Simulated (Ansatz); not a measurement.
Input and command of a plane-wave DFT calculation in Ansatz:

```yaml
crystal:
  lattice:
    - [4.237974443, 0.0, 0.0]
    - [-2.1189872215, 3.6701935282, 0.0]
    - [0.0, 0.0, 2.6371537197]
  atoms:
    - { symbol: Ir, position: [0.6666666667, 0.3333333333, 0.5] }
    - { symbol: Ir, position: [0.3333333333, 0.6666666667, 0.5] }
    - { symbol: Ir, position: [0.0, 0.0, 0.0] }
basis:
  ecutwfc: 420
kpoints:
  mp_grid: { grid: [6, 6, 6] }
hamiltonian:
  xc: pbesol
scf:
  occupations: { method: gaussian, width: 0.1 }
output:
  forces: true
  stress: true
  eigenvalues: true
```

```bash
ansatz run input.yaml --threads 1 --pin off --max-ram 2560MiB --backend cpu --events-out ev --progress --plain --runs-dir out
```

Processor: Intel(R) Xeon(R) Platinum 8488C (Sapphire Rapids), 1 thread, on a host shared with other jobs.

**Question.** Estimate time, memory and problem size.

**Answer.** About 1.6 s on 1 thread of Intel(R) Xeon(R) Platinum 8488C (Sapphire Rapids) (shared host), peak memory 0.36 GiB. It solves 31 bands at 28 k points (the mesh reduced by the symmetry that the task leaves, which can be less than the crystal's) with about 783 plane waves, in 6 SCF iterations.
